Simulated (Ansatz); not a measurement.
Results of PBEsol-D3(BJ) in Ansatz (plane waves, PAW) for zinc-blende AlSb.

Settings: plane-wave cutoff 520 eV, 10×10×10 k mesh, Fermi–Dirac smearing 0.01 eV, scalar-relativistic PAW data made under PBE.

The cell is scaled about its equilibrium volume:

| V (Å³/atom) | P (GPa) | direct gap at Γ (eV) | smallest gap on the k mesh (eV) |
|---|---|---|---|
| 26.597 | 4.10 | 2.212 | 0.966 |
| 27.163 | 2.59 | 2.039 | 1.010 |
| 27.729 | 1.23 | 1.872 | 1.051 |
| 28.295 | 0.00 | 1.711 | 1.090 |
| 28.861 | -1.10 | 1.556 | 1.127 |
| 29.427 | -2.09 | 1.406 | 1.162 |
| 29.993 | -2.97 | 1.262 | 1.195 |

The fundamental gap (1.09 eV at the equilibrium volume, with added k points) lies elsewhere than Γ–Γ.

Measured, for comparison: band gap 1.73 eV (zero-point renormalisation of 35 meV (experimental, the table's column) added back, indirect; as tabulated in Miglio et al. (2020), arXiv:2011.12765).

Spin–orbit coupling is not included; with these elements it can move the gap by several tenths of an eV or more.

Ansatz is an electronic-structure program.
